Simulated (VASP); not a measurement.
# GaP: cell size and functional

Which functional gives which lattice for GaP? The starting structure is a measured crystal structure from the Crystallography Open Database.

Calculated with VASP 6.6.1; Kohn-Sham DFT with plane waves and PAW; PBEsol, LDA, PBE, PBEsol + D3(BJ), r2SCAN, r2SCAN + rVV10, vdW-DF-cx and BLYP.

### 1. The structure

The structure is cubic, space group F-43m (No. 216). Conventional cell: a = 5.451 Å, b = 5.451 Å, c = 5.451 Å, α = 90.00°, β = 90.00°, γ = 90.00°. Nearest to Ga lie 4 P at 2.36 Å. Nearest to P lie 4 Ga at 2.36 Å. Farther neighbours are not listed.

### 2. Relaxation with PBEsol

PBEsol restores the gradient expansion of exchange and is tuned for the cells of solids.

The input, INCAR:

```
SYSTEM = GaP
PREC = Accurate
ENCUT = 450
EDIFF = 1E-06
NELM = 100
ISMEAR = 0
SIGMA = 0.03
LREAL = .FALSE.
ALGO = Normal
GGA = PS
NBANDS = 15
LORBIT = 11
LWAVE = .FALSE.
LCHARG = .FALSE.
KPAR = 2
IBRION = 2
NSW = 50
ISIF = 3
EDIFFG = -0.01
```

The input, POSCAR:

```
GaP
1.0
    0.0000000000      2.7252500000      2.7252500000
    2.7252500000      0.0000000000      2.7252500000
    2.7252500000      2.7252500000      0.0000000000
Ga P
1 1
Direct
    0.0000000000      0.0000000000      0.0000000000
    0.7500000000      0.7500000000      0.7500000000
```

The input, KPOINTS:

```
Automatic mesh
0
Gamma
8 8 8
0 0 0
```

Potentials, in the order of the species: Ga_d and P (PBE family, release 64).

Run with:

```bash
mpirun -np 2 vasp_std
```

Output:

```text
[banner, memory and clock lines left out]
running    2 mpi-ranks, on    1 nodes
 distrk:  each k-point on    1 cores,    2 groups
 distr:  one band on    1 cores,    1 groups

 POSCAR found type information on POSCAR GaP
 POSCAR found :  2 types and       2 ions
|                                                                             |
|               ----> ADVICE to this user running VASP <----                  |
|                                                                             |
|     You enforced a specific xc type in the INCAR file but a different       |
|     [... a line on the potential file left out ...]
|     I HOPE YOU KNOW WHAT YOU ARE DOING!                                     |
|                                                                             |

 LDA part: xc-table for (Slater+PW92), standard interpolation
 POSCAR, INCAR and KPOINTS ok, starting setup
 FFT: planning ... GRIDC
 FFT: planning ... GRID_SOFT
 FFT: planning ... GRID
 WAVECAR not read
 entering main loop
       N       E                     dE             d eps       ncg     rms          rms(c)
DAV:   1     0.781391745731E+02    0.78139E+02   -0.84128E+03   894   0.159E+03
DAV:   2    -0.424150731407E+01   -0.82381E+02   -0.78997E+02   975   0.307E+02
DAV:   3    -0.101072459229E+02   -0.58657E+01   -0.58467E+01  1087   0.667E+01
DAV:   4    -0.102026883392E+02   -0.95442E-01   -0.95410E-01  1070   0.928E+00
DAV:   5    -0.102047405941E+02   -0.20523E-02   -0.20519E-02  1150   0.115E+00    0.412E+00
DAV:   6    -0.996141204895E+01    0.24333E+00   -0.37184E-01  1347   0.120E+01    0.261E+00
DAV:   7    -0.992328366438E+01    0.38128E-01   -0.83399E-02  1215   0.233E+00    0.988E-01
DAV:   8    -0.992043633445E+01    0.28473E-02   -0.12292E-02  1045   0.136E+00    0.164E-01
DAV:   9    -0.992059184327E+01   -0.15551E-03   -0.10444E-03  1262   0.461E-01    0.654E-02
DAV:  10    -0.992061400352E+01   -0.22160E-04   -0.57441E-05  1209   0.771E-02    0.273E-02
DAV:  11    -0.992064037494E+01   -0.26371E-04   -0.27218E-05  1031   0.550E-02    0.511E-03
DAV:  12    -0.992064033025E+01    0.44691E-07   -0.98350E-07   814   0.123E-02
   1 F= -.99206403E+01 E0= -.99206403E+01  d E =-.992064E+01
 curvature:   0.00 expect dE= 0.000E+00 dE for cont linesearch  0.000E+00
 trial: gam= 0.00000 g(F)=  0.223E-46 g(S)=  0.252E-02 ort = 0.000E+00 (trialstep = 0.100E+01)
 search vector abs. value=  0.252E-02
 bond charge predicted
       N       E                     dE             d eps       ncg     rms          rms(c)
DAV:   1    -0.994952564845E+01   -0.28885E-01   -0.33726E-01  1101   0.111E+01    0.996E-01
DAV:   2    -0.992716040047E+01    0.22365E-01   -0.37154E-02  1080   0.471E+00    0.446E-01
DAV:   3    -0.992173500844E+01    0.54254E-02   -0.52396E-03  1150   0.145E+00    0.106E-01
DAV:   4    -0.992123132400E+01    0.50368E-03   -0.57808E-04  1022   0.299E-01    0.436E-02
DAV:   5    -0.992113741011E+01    0.93914E-04   -0.54271E-05  1145   0.988E-02    0.980E-03
DAV:   6    -0.992113719037E+01    0.21973E-06   -0.22177E-06   939   0.149E-02
   2 F= -.99211372E+01 E0= -.99211372E+01  d E =-.496860E-03
 trial-energy change:   -0.000497  1 .order   -0.000451   -0.002524    0.001622
 step:   0.6244(harm=  0.6087)  dis= 0.00000  next Energy=    -9.921439 (dE=-0.799E-03)
 bond charge predicted
       N       E                     dE             d eps       ncg     rms          rms(c)
DAV:   1    -0.992539815447E+01   -0.42607E-02   -0.48217E-02  1101   0.430E+00    0.371E-01
DAV:   2    -0.992227941124E+01    0.31187E-02   -0.50309E-03  1080   0.162E+00    0.169E-01
DAV:   3    -0.992149757557E+01    0.78184E-03   -0.81698E-04  1157   0.575E-01    0.377E-02
DAV:   4    -0.992142763454E+01    0.69941E-04   -0.82967E-05  1050   0.122E-01    0.163E-02
DAV:   5    -0.992141275590E+01    0.14879E-04   -0.75966E-06  1121   0.368E-02    0.408E-03
DAV:   6    -0.992141255609E+01    0.19981E-06   -0.30667E-07   554   0.726E-03
   3 F= -.99214126E+01 E0= -.99214126E+01  d E =-.772226E-03
 curvature:  -0.30 expect dE=-0.180E-05 dE for cont linesearch -0.180E-05
 trial: gam=-0.04616 g(F)=  0.119E-46 g(S)=  0.594E-05 ort = 0.122E-03 (trialstep = 0.925E+00)
 search vector abs. value=  0.141E-07
 reached required accuracy - stopping structural energy minimisation
```

It took 7.4 s on 2 MPI ranks of Intel Xeon 6975P-C (Granite Rapids), shared host; peak memory 0.3 GiB; 14 s of CPU time.

The logs omit lines about the potential files and the build; timing stands in the text.

OUTCAR, selected parts (step 2):

```text
ion  position               nearest neighbor table
   1  0.000  0.000  0.000-   2 2.36   2 2.36   2 2.36   2 2.36
   2  0.750  0.750  0.750-   1 2.36   1 2.36   1 2.36   1 2.36

  LATTYP: Found a face centered cubic cell.
 ALAT       =     5.4505000000

 Subroutine GETGRP returns: Found 24 space group operations
 (whereof 24 operations were pure point group operations)

The static configuration has the point symmetry T_d .

 Found     29 irreducible k-points:

   k-points           NKPTS =     29   k-points in BZ     NKDIM =     29   number of bands    NBANDS=     15

   dimension x,y,z NGX =    28 NGY =   28 NGZ =   28
   dimension x,y,z NGXF=    56 NGYF=   56 NGZF=   56

   ENCUT  =  450.0 eV  33.07 Ry    5.75 a.u.   6.67  6.67  6.67*2*pi/ulx,y,z

   NELECT =      18.0000    total number of electrons

 k-points in reciprocal lattice and weights: Automatic mesh
   0.00000000  0.00000000  0.00000000       0.002
   0.12500000  0.00000000  0.00000000       0.016
   0.25000000  0.00000000  0.00000000       0.016
   0.37500000  0.00000000  0.00000000       0.016
   0.50000000  0.00000000  0.00000000       0.008
   0.12500000  0.12500000  0.00000000       0.012
   0.25000000  0.12500000  0.00000000       0.047
   0.37500000  0.12500000  0.00000000       0.047
   0.50000000  0.12500000  0.00000000       0.047
[...]
-0.37500000  0.50000000  0.12500000       0.023
  -0.25000000  0.50000000  0.25000000       0.012

 average (electrostatic) potential at core
       1 -65.1192       2 -83.3169

 E-fermi :   4.8389

 k-point     1 :       0.0000    0.0000    0.0000
  band No.  band energies     occupation
    ...
      5      -9.7969      2.00000
      6      -7.9334      2.00000
      7       4.6547      2.00000
      8       4.6547      2.00000
      9       4.6547      2.00000
     10       6.4748      0.00000
     11       8.4795      0.00000
     12       8.4795      0.00000
     13       8.4795      0.00000
     14      13.2577      0.00000
    ...

 k-point     2 :       0.1250    0.0000    0.0000
  band No.  band energies     occupation
    ...
      5      -9.7969      2.00000
      6      -7.7272      2.00000
      7       3.0005      2.00000
      8       4.4180      2.00000
      9       4.4180      2.00000
     10       7.0843      0.00000
     11       8.8371      0.00000
     12       8.8371      0.00000
     13       9.0706      0.00000
     14      13.7764      0.00000
    ...

 k-point     3 :       0.2500    0.0000    0.0000
  band No.  band energies     occupation
    ...
      5      -9.7956      2.00000
      6      -7.1426      2.00000
      7       0.7219      2.00000
      8       3.9755      2.00000
      9       3.9755      2.00000
     10       6.7596      0.00000
     11       9.3466      0.00000
     12       9.3466      0.00000
     13      10.9591      0.00000
     14      13.5827      0.00000
    ...

  Total       -0.0090592     -0.0090592     -0.0090592     -0.0000000      0.0000000      0.0000000
  in kB       -0.3615926     -0.3615926     -0.3615926     -0.0000000      0.0000000      0.0000000
  external PRESSURE =      -0.3615926 kB  Pullay stress =       0.0000000 kB

  energy-cutoff  :      450.00
  volume of cell :       40.14
      direct lattice vectors                 reciprocal lattice vectors
     0.000000000  2.717584969  2.717584969    -0.183986888  0.183986888  0.183986888
     2.717584969  0.000000000  2.717584969     0.183986888 -0.183986888  0.183986888
     2.717584969  2.717584969  0.000000000     0.183986888  0.183986888 -0.183986888

 POSITION                                       TOTAL-FORCE (eV/Angst)
 -----------------------------------------------------------------------------------
      0.00000      0.00000      0.00000         0.000000      0.000000      0.000000
      4.07638      4.07638      4.07638        -0.000000     -0.000000     -0.000000
 -----------------------------------------------------------------------------------
    total drift:                               -0.000000     -0.000000     -0.000000

  FREE ENERGIE OF THE ION-ELECTRON SYSTEM (eV)
  ---------------------------------------------------
  free  energy   TOTEN  =        -9.9214125561 eV

  energy  without entropy=       -9.9214125561  energy(sigma->0) =       -9.92141256

 reached required accuracy - stopping structural energy minimisation

 total charge
# of ion       s       p       d       tot
------------------------------------------
    1        0.865   0.863  10.014  11.742
    2        1.017   1.513   0.000   2.530
--------------------------------------------------
tot          1.882   2.376  10.014  14.272

[... 3 further parts left out ...]
```

CONTCAR:

```
GaP
   1.00000000000000
     0.0000000000000000    2.7175849689928477    2.7175849689928477
     2.7175849689928477    0.0000000000000000    2.7175849689928477
     2.7175849689928477    2.7175849689928477    0.0000000000000000
  Ga              P
     1     1
Direct
     0.0000000000000000    0.0000000000000000    0.0000000000000000
     0.7500000000000000    0.7500000000000000    0.7500000000000000
```

The PAW data sets were made with PBE, which is usual practice but a small mismatch for other functionals. The run keeps the 24 symmetry operations of its start, so it cannot find a distortion of lower symmetry.

With PBEsol the relaxed cell holds 20.070 Å³ an atom, -0.84 % against the measured cell, with a = 5.435 Å. Pressures at 0.985 and 1.015 times this volume, from two more relaxations that aren't shown, give a bulk modulus of 85.3 GPa.

### 3. Relaxation with LDA

LDA, the lowest rung, knows the local density alone. This run starts from the cell of an earlier relaxation, which isn't shown; the restart sets up the plane waves anew.

Edit INCAR of step 2 so:

```diff
@@ -9,3 +9,3 @@
 ALGO = Normal
-GGA = PS
+GGA = CA
 NBANDS = 15
```

The input, POSCAR:

```
GaP
1.0
    0.0000000000      2.6963137096      2.6963137096
    2.6963137096      0.0000000000      2.6963137096
    2.6963137096      2.6963137096      0.0000000000
Ga P
1 1
Direct
    0.0000000000      0.0000000000      0.0000000000
    0.7500000000      0.7500000000      0.7500000000
```

KPOINTS is that of step 2.

The projector-augmented-wave data sets are Ga_d and P (LDA family, release 64).

Run with:

```bash
mpirun -np 2 vasp_std
```

Output:

```text
[banner, memory and clock lines left out]
running    2 mpi-ranks, on    1 nodes
[...]
LDA part: xc-table for (Slater(with rela. corr.)+CA(PZ))
 , standard interpolation
 POSCAR, INCAR and KPOINTS ok, starting setup
[...]
entering main loop
       N       E                     dE             d eps       ncg     rms          rms(c)
DAV:   1     0.744616169479E+02    0.74462E+02   -0.85204E+03   902   0.163E+03
DAV:   2    -0.490930548787E+01   -0.79371E+02   -0.75317E+02  1011   0.294E+02
DAV:   3    -0.106906482280E+02   -0.57813E+01   -0.57639E+01  1066   0.662E+01
DAV:   4    -0.107824115078E+02   -0.91763E-01   -0.91746E-01  1085   0.925E+00
[...]
DAV:  10    -0.104502889384E+02    0.26384E-05   -0.52828E-05  1349   0.888E-02    0.252E-02
DAV:  11    -0.104502950345E+02   -0.60961E-05   -0.88573E-06  1096   0.447E-02    0.748E-03
DAV:  12    -0.104502948200E+02    0.21448E-06   -0.47071E-07   736   0.813E-03
   1 F= -.10450295E+02 E0= -.10450295E+02  d E =-.104503E+02
[...]
reached required accuracy - stopping structural energy minimisation
```

Wall time 3.6 s (2 MPI ranks); peak memory 0.26 GiB; 6.2 s of CPU time.

OUTCAR, selected parts (step 3):

```text
  Total       -0.0155486     -0.0155486     -0.0155486     -0.0000000     -0.0000000      0.0000000
  in kB       -0.6354195     -0.6354195     -0.6354195     -0.0000000     -0.0000000      0.0000000
  external PRESSURE =      -0.6354195 kB  Pullay stress =       0.0000000 kB

 POSITION                                       TOTAL-FORCE (eV/Angst)
 -----------------------------------------------------------------------------------
      0.00000      0.00000      0.00000        -0.000000     -0.000000     -0.000000
      4.04447      4.04447      4.04447         0.000000      0.000000      0.000000
 -----------------------------------------------------------------------------------
    total drift:                               -0.000000     -0.000000     -0.000000

  FREE ENERGIE OF THE ION-ELECTRON SYSTEM (eV)
  ---------------------------------------------------
  free  energy   TOTEN  =       -10.4502948200 eV

  energy  without entropy=      -10.4502948200  energy(sigma->0) =      -10.45029482

[... 2 parts as in an earlier step ...]

[... 2 further parts left out ...]
[key lines of the parts left out:]
E-fermi :   4.9681
```

With LDA the relaxed cell holds 19.602 Å³ an atom, -3.15 % against the measured cell, with a = 5.393 Å. That is -2.33 % from PBEsol. Pressures at 0.985 and 1.015 times this volume, from two more relaxations that aren't shown, give a bulk modulus of 90.3 GPa.

### 4. Relaxation with PBE

PBE, the usual starting point, adds the gradient of the density.

Edit INCAR of step 3 so:

```diff
@@ -9,3 +9,3 @@
 ALGO = Normal
-GGA = CA
+GGA = PE
 NBANDS = 15
```

The input, POSCAR:

```
GaP
1.0
    0.0000000000      2.7252500000      2.7252500000
    2.7252500000      0.0000000000      2.7252500000
    2.7252500000      2.7252500000      0.0000000000
Ga P
1 1
Direct
    0.0000000000      0.0000000000      0.0000000000
    0.7500000000      0.7500000000      0.7500000000
```

KPOINTS is that of step 3.

PAW data sets: Ga_d and P (PBE family, release 64).

Run with:

```bash
mpirun -np 2 vasp_std
```

Output:

```text
[banner, memory and clock lines left out]
running    2 mpi-ranks, on    1 nodes
[...]
LDA part: xc-table for (Slater+PW92), standard interpolation
 POSCAR, INCAR and KPOINTS ok, starting setup
[...]
entering main loop
       N       E                     dE             d eps       ncg     rms          rms(c)
DAV:   1     0.793117294601E+02    0.79312E+02   -0.84266E+03   894   0.159E+03
DAV:   2    -0.340462973843E+01   -0.82716E+02   -0.79349E+02   975   0.308E+02
DAV:   3    -0.928754258420E+01   -0.58829E+01   -0.58640E+01  1094   0.667E+01
DAV:   4    -0.938274443454E+01   -0.95202E-01   -0.95169E-01  1070   0.929E+00
[...]
DAV:  10    -0.911295663944E+01   -0.67071E-04   -0.11159E-04  1321   0.114E-01    0.404E-02
DAV:  11    -0.911302730033E+01   -0.70661E-04   -0.99393E-05   996   0.881E-02    0.502E-03
DAV:  12    -0.911302694908E+01    0.35125E-06   -0.30180E-06  1072   0.244E-02
   1 F= -.91130269E+01 E0= -.91130269E+01  d E =-.911303E+01
[...]
DAV:   5    -0.911982653016E+01    0.93414E-03   -0.59761E-04  1085   0.318E-01    0.406E-02
DAV:   6    -0.911981410441E+01    0.12426E-04   -0.39569E-05  1066   0.955E-02    0.251E-02
DAV:   7    -0.911981351034E+01    0.59408E-06   -0.90424E-06  1122   0.585E-02
   2 F= -.91198135E+01 E0= -.91198135E+01  d E =-.678656E-02
 trial-energy change:   -0.006787  1 .order   -0.005648   -0.025485    0.014188
 step:   0.6798(harm=  0.6424)  dis= 0.00000  next Energy=    -9.122047 (dE=-0.902E-02)
[...]
N       E                     dE             d eps       ncg     rms          rms(c)
DAV:   1    -0.914983431695E+01   -0.30020E-01   -0.33942E-01  1101   0.108E+01    0.993E-01
DAV:   2    -0.912772339849E+01    0.22111E-01   -0.36675E-02  1080   0.446E+00    0.450E-01
DAV:   3    -0.912224624708E+01    0.54772E-02   -0.56300E-03  1157   0.145E+00    0.104E-01
DAV:   4    -0.912176992886E+01    0.47632E-03   -0.58680E-04   978   0.303E-01    0.449E-02
DAV:   5    -0.912167711684E+01    0.92812E-04   -0.61772E-05  1180   0.107E-01    0.955E-03
DAV:   6    -0.912167738681E+01   -0.26997E-06   -0.22919E-06   898   0.139E-02
   3 F= -.91216774E+01 E0= -.91216774E+01  d E =-.865044E-02
[...]
reached required accuracy - stopping structural energy minimisation
```

Wall time 7.8 s (2 MPI ranks); peak memory 0.3 GiB; 14 s of CPU time.

Parts of OUTCAR (step 4):

```text
  Total        0.0075383      0.0075383      0.0075383      0.0000000     -0.0000000     -0.0000000
  in kB        0.2898142      0.2898142      0.2898142      0.0000000     -0.0000000     -0.0000000
  external PRESSURE =       0.2898142 kB  Pullay stress =       0.0000000 kB

 POSITION                                       TOTAL-FORCE (eV/Angst)
 -----------------------------------------------------------------------------------
      0.00000      0.00000      0.00000        -0.000000     -0.000000      0.000000
      4.12766      4.12766      4.12766         0.000000      0.000000     -0.000000
 -----------------------------------------------------------------------------------
    total drift:                               -0.000003     -0.000003     -0.000003

  FREE ENERGIE OF THE ION-ELECTRON SYSTEM (eV)
  ---------------------------------------------------
  free  energy   TOTEN  =        -9.1216773868 eV

  energy  without entropy=       -9.1216773868  energy(sigma->0) =       -9.12167739

[... 2 parts as in an earlier step ...]

[... 2 further parts left out ...]
[key lines of the parts left out:]
E-fermi :   4.5172
```

With PBE the relaxed cell holds 20.837 Å³ an atom, +2.95 % against the measured cell, with a = 5.504 Å. That is +3.82 % from PBEsol. Pressures at 0.985 and 1.015 times this volume, from two more relaxations that aren't shown, give a bulk modulus of 76.9 GPa.

(Part 1 of 2 ends here.)

[Lines on the potential files, build, host, timing and source positions are cut from VASP's logs without a mark.]

[Logs are printed without paths, hosts, clocks, repeated set-up lines and the standing remarks that a program may print on its own settings, such as how far it seeks lower states.]

[Hosts, paths, dates, database ids (printed as entryN), source tags and the programs' standing remarks are cut or masked in the printed files.]
